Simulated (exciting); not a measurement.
# ZnS (F-43m) in exciting: further runs

One crystal, ZnS, is run at these levels: LDA-GL, LDA, PBE, RPBE, RGE2+D2; tasks: real-space fields, density of states, band structure.

Everything below comes from runs of exciting (release sodium). Logs are shortened: lines on timing, memory, paths and dates and some standing lists are left out, and cuts for length are marked.

**What was measured.**

From “Electronic, vibrational, and thermodynamic properties of ZnS (zincblende and rocksalt structure)”, 2009, arxiv:0911.5022, for a bulk crystal of ZnS at 19 K: band gap 3.85 eV (direct).

The runs below are set against these values where they give the same quantity.

## 1. The crystal as given

Symmetry: F-43m, No. 216, cubic system. Conventional cell: a = 5.404 Å, b = 5.404 Å, c = 5.404 Å, α = 90.00°, β = 90.00°, γ = 90.00°. Zn (site symmetry -43m) has 4 S at 2.34 Å as nearest neighbours. S (site symmetry -43m) is surrounded by 4 Zn at 2.34 Å.

## 2. Real-space fields, LDA-GL

File run_exciting.py:

```python
import subprocess
import xml.etree.ElementTree as ET
from ase.io import read
from ase.units import Bohr

atoms = read("ZnS.cif")
import spglib
from ase import Atoms
cell, positions, numbers = spglib.find_primitive((atoms.cell[:], atoms.get_scaled_positions(), atoms.numbers), symprec=1e-5)
atoms = Atoms(numbers, cell=cell, scaled_positions=positions, pbc=True)
rmt = {'Zn': 2.0, 'S': 1.9}  # bohr
tasks = """
<groundstate do="fromscratch" ngridk="9 9 9" rgkmax="7.5" gmaxvr="14" lmaxapw="10" lmaxmat="10" lmaxvr="8" stype="Methfessel-Paxton 1" swidth="0.00499791" nempty="10" ValenceRelativity="iora*" epsengy="1e-05" epspot="1e-05" maxscl="60" outputlevel="normal">
  <libxc exchange="XC_LDA_X" correlation="XC_LDA_C_GL"/>
</groundstate>
<properties>
  <chargedensityplot>
    <plot3d>
      <box grid="20 20 20">
        <origin coord="0 0 0"/>
        <point coord="1 0 0"/>
        <point coord="0 1 0"/>
        <point coord="0 0 1"/>
      </box>
    </plot3d>
  </chargedensityplot>
  <elfplot>
    <plot3d>
      <box grid="20 20 20">
        <origin coord="0 0 0"/>
        <point coord="1 0 0"/>
        <point coord="0 1 0"/>
        <point coord="0 0 1"/>
      </box>
    </plot3d>
  </elfplot>
  <exccplot>
    <plot3d>
      <box grid="20 20 20">
        <origin coord="0 0 0"/>
        <point coord="1 0 0"/>
        <point coord="0 1 0"/>
        <point coord="0 0 1"/>
      </box>
    </plot3d>
  </exccplot>
</properties>
"""

root = ET.Element("input")
ET.SubElement(root, "title").text = "ZnS"
structure = ET.SubElement(root, "structure", speciespath="./", tshift="false")
crystal = ET.SubElement(structure, "crystal", scale="1.0")
for vector in atoms.cell / Bohr:
    ET.SubElement(crystal, "basevect").text = " ".join(f"{x:.12f}" for x in vector)
symbols = atoms.get_chemical_symbols()
for element in dict.fromkeys(symbols):
    species = ET.SubElement(structure, "species", speciesfile=element + ".xml", rmt=str(rmt[element]))
    for symbol, position in zip(symbols, atoms.get_scaled_positions(wrap=False)):
        if symbol == element:
            ET.SubElement(species, "atom", coord=" ".join(f"{x:.12f}" for x in position))
root.extend(ET.fromstring("<tasks>" + tasks + "</tasks>"))
ET.indent(root)
ET.ElementTree(root).write("input.xml")
subprocess.run(["exciting_smp"], check=True)
```

File ZnS.cif:

```cif
data_ZnS
_cell_length_a 5.40400000
_cell_length_b 5.40400000
_cell_length_c 5.40400000
_cell_angle_alpha 90.00000000
_cell_angle_beta 90.00000000
_cell_angle_gamma 90.00000000
_space_group_name_H-M_alt 'F-43m'
_space_group_name_Hall 'F -4 2 3'
_space_group_IT_number 216
loop_
_space_group_symop_operation_xyz
'x,y,z'
'y,-x,-z'
'-x,-y,z'
'-y,x,-z'
'x,-y,-z'
'y,x,z'
'-x,y,-z'
'-y,-x,z'
'z,x,y'
'-z,y,-x'
'z,-x,-y'
'-z,-y,x'
'-z,x,-y'
'z,y,x'
'-z,-x,y'
'z,-y,-x'
'y,z,x'
'-x,-z,y'
'-y,z,-x'
'x,-z,-y'
'-y,-z,x'
'x,z,y'
'y,-z,-x'
'-x,z,-y'
'x,y+1/2,z+1/2'
'y,-x+1/2,-z+1/2'
'-x,-y+1/2,z+1/2'
'-y,x+1/2,-z+1/2'
'x,-y+1/2,-z+1/2'
'y,x+1/2,z+1/2'
'-x,y+1/2,-z+1/2'
'-y,-x+1/2,z+1/2'
'z,x+1/2,y+1/2'
'-z,y+1/2,-x+1/2'
'z,-x+1/2,-y+1/2'
'-z,-y+1/2,x+1/2'
'-z,x+1/2,-y+1/2'
'z,y+1/2,x+1/2'
'-z,-x+1/2,y+1/2'
'z,-y+1/2,-x+1/2'
'y,z+1/2,x+1/2'
'-x,-z+1/2,y+1/2'
'-y,z+1/2,-x+1/2'
'x,-z+1/2,-y+1/2'
'-y,-z+1/2,x+1/2'
'x,z+1/2,y+1/2'
'y,-z+1/2,-x+1/2'
'-x,z+1/2,-y+1/2'
'x+1/2,y,z+1/2'
'y+1/2,-x,-z+1/2'
'-x+1/2,-y,z+1/2'
'-y+1/2,x,-z+1/2'
'x+1/2,-y,-z+1/2'
'y+1/2,x,z+1/2'
'-x+1/2,y,-z+1/2'
'-y+1/2,-x,z+1/2'
'z+1/2,x,y+1/2'
'-z+1/2,y,-x+1/2'
'z+1/2,-x,-y+1/2'
'-z+1/2,-y,x+1/2'
'-z+1/2,x,-y+1/2'
'z+1/2,y,x+1/2'
'-z+1/2,-x,y+1/2'
'z+1/2,-y,-x+1/2'
'y+1/2,z,x+1/2'
'-x+1/2,-z,y+1/2'
'-y+1/2,z,-x+1/2'
'x+1/2,-z,-y+1/2'
'-y+1/2,-z,x+1/2'
'x+1/2,z,y+1/2'
'y+1/2,-z,-x+1/2'
'-x+1/2,z,-y+1/2'
'x+1/2,y+1/2,z'
'y+1/2,-x+1/2,-z'
'-x+1/2,-y+1/2,z'
'-y+1/2,x+1/2,-z'
'x+1/2,-y+1/2,-z'
'y+1/2,x+1/2,z'
'-x+1/2,y+1/2,-z'
'-y+1/2,-x+1/2,z'
'z+1/2,x+1/2,y'
'-z+1/2,y+1/2,-x'
'z+1/2,-x+1/2,-y'
'-z+1/2,-y+1/2,x'
'-z+1/2,x+1/2,-y'
'z+1/2,y+1/2,x'
'-z+1/2,-x+1/2,y'
'z+1/2,-y+1/2,-x'
'y+1/2,z+1/2,x'
'-x+1/2,-z+1/2,y'
'-y+1/2,z+1/2,-x'
'x+1/2,-z+1/2,-y'
'-y+1/2,-z+1/2,x'
'x+1/2,z+1/2,y'
'y+1/2,-z+1/2,-x'
'-x+1/2,z+1/2,-y'
loop_
_atom_site_label
_atom_site_type_symbol
_atom_site_symmetry_multiplicity
_atom_site_Wyckoff_symbol
_atom_site_fract_x
_atom_site_fract_y
_atom_site_fract_z
_atom_site_occupancy
Zn1 Zn 4 c 0.2500000000 0.2500000000 0.2500000000 1
S1 S 4 a 0.0000000000 0.0000000000 0.0000000000 1
```

Potentials or basis: all-electron LAPW+lo, shipped species files, valence relativity iora*.

Command:

```console
$ OMP_NUM_THREADS=1 python run_exciting.py
```

Standard output:

```text
================================================================================
EXCITING SODIUM started
[... 10 lines left out ...]

 Lattice vectors (cartesian) :
      0.0000000000      5.1060399920      5.1060399920
      5.1060399920      0.0000000000      5.1060399920
      5.1060399920      5.1060399920      0.0000000000

 Reciprocal lattice vectors (cartesian) :
     -0.6152698879      0.6152698879      0.6152698879
      0.6152698879     -0.6152698879      0.6152698879
      0.6152698879      0.6152698879     -0.6152698879

 Unit cell volume                           :     266.2457179279
 Brillouin zone volume                      :       0.9316589779

 Species :    1 (Zn)
     parameters loaded from                 :    Zn.xml
     name                                   :    zinc
     nuclear charge                         :     -30.00000000
     electronic charge                      :      30.00000000
     atomic mass                            :  119198.67800000
     muffin-tin radius                      :       2.00000000
     # of radial points in muffin-tin       :     350

     atomic positions (lattice) :
       1 :   0.25000000  0.25000000  0.25000000

 Species :    2 (S)
     parameters loaded from                 :    S.xml
     name                                   :    sulphur
     nuclear charge                         :     -16.00000000
     electronic charge                      :      16.00000000
     atomic mass                            :   58452.74216000
     muffin-tin radius                      :       1.90000000
     # of radial points in muffin-tin       :     300

     atomic positions (lattice) :
       1 :   0.00000000  0.00000000  0.00000000

 Total number of atoms per unit cell        :       2

 Spin treatment                             :    spin-unpolarised

 Number of Bravais lattice symmetries       :      48
 Number of crystal symmetries               :      24

 k-point grid                               :       9    9    9
 Total number of k-points                   :      55
 k-point set is reduced with crystal symmetries

 R^MT_min * |G+k|_max (rgkmax)              :       7.50000000
 Species with R^MT_min                      :       2 (S)
 Maximum |G+k| for APW functions            :       3.94736842
 Maximum |G| for potential and density      :      14.00000000

 G-vector grid sizes                        :      36    36    36
 Total number of G-vectors                  :   12339

 Maximum angular momentum used for
     APW functions                          :      10
     computing H and O matrix elements      :      10
     potential and density                  :       8
     inner part of muffin-tin               :       2

 Total nuclear charge                       :     -46.00000000
 Total electronic charge                    :      46.00000000
 Total core charge                          :      22.00000000
 Total valence charge                       :      24.00000000

 Number of empty states                     :      10
 Total number of valence states             :      23

 Maximum Hamiltonian size                   :     306
 Maximum number of plane-waves              :     290
 Total number of local-orbitals             :      16

 Exchange-correlation type                  :     100
     libxc; exchange: Slater exchange; correlation: Gunnarson & Lundqvist (see libxc for references)

 Smearing scheme                            :    Methfessel-Paxton order 1, Phys. Rev. B 40, 3616 (1989)
 Smearing width                             :       0.00499791

 Using multisecant Broyden potential mixing
[... 16 lines left out ...]
+ SCF iteration number :    1                                                  +
++++++++++++++++++++++++++++++++++++++++++++++++++++++++++++++++++++++++++++++++
 Total energy                               :     -2189.44343576
 _______________________________________________________________
 Fermi energy                               :         0.13958647
 Kinetic energy                             :      2226.95812177
 Coulomb energy                             :     -4322.18448069
 Exchange energy                            :       -89.39985339
 Correlation energy                         :        -4.81722345

 DOS at Fermi energy (states/Ha/cell)       :        -0.00000000

 Electron charges :
     core                                   :        22.00000000
     core leakage                           :         0.00143071
     valence                                :        24.00000000
     interstitial                           :         4.19924331
     charge in muffin-tin spheres :
                  atom     1    Zn          :        27.99776069
                  atom     2     S          :        13.80299601
     total charge in muffin-tins            :        41.80075669
     total charge                           :        46.00000000

 Estimated fundamental gap                  :         0.08423621
        valence-band maximum at    1      0.0000  0.0000  0.0000
     conduction-band minimum at    1      0.0000  0.0000  0.0000

++++++++++++++++++++++++++++++++++++++++++++++++++++++++++++++++++++++++++++++++
+ SCF iteration number :    2                                                  +
++++++++++++++++++++++++++++++++++++++++++++++++++++++++++++++++++++++++++++++++
 Total energy                               :     -2192.65340016
 _______________________________________________________________
 Fermi energy                               :         0.14362014
 Kinetic energy                             :      2225.35119389
 Coulomb energy                             :     -4323.67934748
 Exchange energy                            :       -89.50576971
 Correlation energy                         :        -4.81947687
[... 387 lines left out ...]
 Electron charges :
     core                                   :        22.00000000
     core leakage                           :         0.00141393
     valence                                :        24.00000000
     interstitial                           :         4.28082843
     charge in muffin-tin spheres :
                  atom     1    Zn          :        28.13843646
                  atom     2     S          :        13.58073510
     total charge in muffin-tins            :        41.71917157
     total charge                           :        46.00000000

 Estimated fundamental gap                  :         0.06967145
        valence-band maximum at    1      0.0000  0.0000  0.0000
     conduction-band minimum at    1      0.0000  0.0000  0.0000

 RMS change in effective potential (target) :  0.691843E-09  ( 0.100000E-04)
 Absolute change in total energy   (target) :  0.149435E-07  ( 0.100000E-04)
 Charge distance                   (target) :  0.227500E-09  ( 0.100000E-04)

++++++++++++++++++++++++++++++++++++++++++++++++++++++++++++++++++++++++++++++++
| Convergency criteria checked for the last 2 iterations                       +
| Convergence targets achieved. Performing final SCF iteration                 +
++++++++++++++++++++++++++++++++++++++++++++++++++++++++++++++++++++++++++++++++
 Total energy                               :     -2192.40235634
 _______________________________________________________________
 Fermi energy                               :         0.14629435
 Kinetic energy                             :      2225.05803468
 Coulomb energy                             :     -4323.17590903
 Exchange energy                            :       -89.46687474
 Correlation energy                         :        -4.81760726

 DOS at Fermi energy (states/Ha/cell)       :        -0.00000000

 Electron charges :
     core                                   :        22.00000000
     core leakage                           :         0.00141393
     valence                                :        24.00000000
     interstitial                           :         4.28082843
     charge in muffin-tin spheres :
                  atom     1    Zn          :        28.13843646
                  atom     2     S          :        13.58073510
     total charge in muffin-tins            :        41.71917157
     total charge                           :        46.00000000

 Estimated fundamental gap                  :         0.06967145
        valence-band maximum at    1      0.0000  0.0000  0.0000
     conduction-band minimum at    1      0.0000  0.0000  0.0000

++++++++++++++++++++++++++++++++++++++++++++++++++++++++++++++++++++++++++++++++
[... 9 lines left out ...]
| EXCITING SODIUM stopped                                                      =
================================================================================
```

It took 2.1 min on 1 thread of Arm Neoverse V1, shared host; peak memory 0.13 GiB.

What came out:

```
Band gap on the k mesh                            : 1.90 eV, direct
All electrons inside the program's atomic spheres : Zn 28.14; S 13.58 (radii Zn 2.0, S 1.9 bohr)
```

Levels at points of the mesh, in eV from the valence-band top:
```csv
k point,band 10,band 11,band 12,band 13,band 14,band 15
"(0.00, 0.00, 0.00)",0.00,0.00,0.00,1.90,6.26,6.26
```

(Part 1 of 3 ends here.)
